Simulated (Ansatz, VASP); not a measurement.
# MgS: VASP beside Ansatz

INCAR

```
ALGO = Normal ; EDIFF = 1E-6
ENCUT = 520 ; GGA = PE
ISIF = 2 ; ISMEAR = 0
LASPH = True ; LCHARG = True
LELF = True ; LREAL = False
LVHAR = True ; LWAVE = False
NBANDS = 16 ; NELM = 80
PREC = Accurate ; SIGMA = 0.02
```

KPOINTS

```
k-points
0
Gamma
  6 6 4
```

Contents of POSCAR:

```
MgS
1.0
    4.0714988556     -0.0033487366      0.0013717716
   -2.0386495188      3.5513507676      0.0089228493
    0.0021869800      0.0176888090      6.4816298764
Mg S
2 2
Direct
    0.6461557022      0.3363155123      0.4846157450
    0.3402682333      0.6620960892      0.9828527660
    0.3340607466      0.6724936596      0.3962240948
    0.6795153179      0.3290947388      0.8863069489
```

Input for Ansatz:

```yaml
crystal:
  lattice:
    - [4.0714988556, -0.0033487366, 0.0013717716]
    - [-2.0386495188, 3.5513507676, 0.0089228493]
    - [0.00218698, 0.017688809, 6.4816298764]
  atoms:
    - { symbol: Mg, position: [0.6461557022, 0.3363155123, 0.484615745] }
    - { symbol: Mg, position: [0.3402682333, 0.6620960892, 0.982852766] }
    - { symbol: S, position: [0.3340607466, 0.6724936596, 0.3962240948] }
    - { symbol: S, position: [0.6795153179, 0.3290947388, 0.8863069489] }
basis:
  ecutwfc: 420
kpoints:
  mp_grid: { grid: [6, 6, 4] }
hamiltonian:
  xc: pbe
scf:
  occupations: { method: gaussian, width: 0.02 }
output:
  forces: true
  stress: true
  eigenvalues: true
  populations: true
```

Change from the starting cell: all atoms moved at random, cell strained at random.

Alike in both runs: task single point; functional PBE; k mesh 6 × 6 × 4; occupations gaussian, width 0.02 eV; no spin polarisation.

|  | VASP | Ansatz |
| --- | --- | --- |
| version | VASP 6.6.1 | Ansatz 0.2.0 |
| potentials or method | VASP PAW PBE potentials, release 64 (Mg, S) | scalar-relativistic, plane waves, PAW |
| plane-wave cutoff (eV) | 520 | 420 |
| valence electrons in the cell | 16 | 32 |

Ansatz gave:

* gap on the k mesh at the Fermi level (eV): 3.04
* least direct gap on the mesh (eV): 3.04
* pressure (GPa): -0.4
* largest component of the traceless stress (GPa): 2.58
* rms of the force components (eV/Å): 0.379

Problem. Estimate VASP's values.

Solution. gap on the k mesh at the Fermi level (eV): 3.03; least direct gap on the mesh (eV): 3.03; pressure (GPa): -0.5; largest component of the traceless stress (GPa): 2.56; rms of the force components (eV/Å): 0.380.

Atom by atom the forces differ by 0.001 eV/Å (rms over components). The two sets of potentials don't hold the same shells in valence.
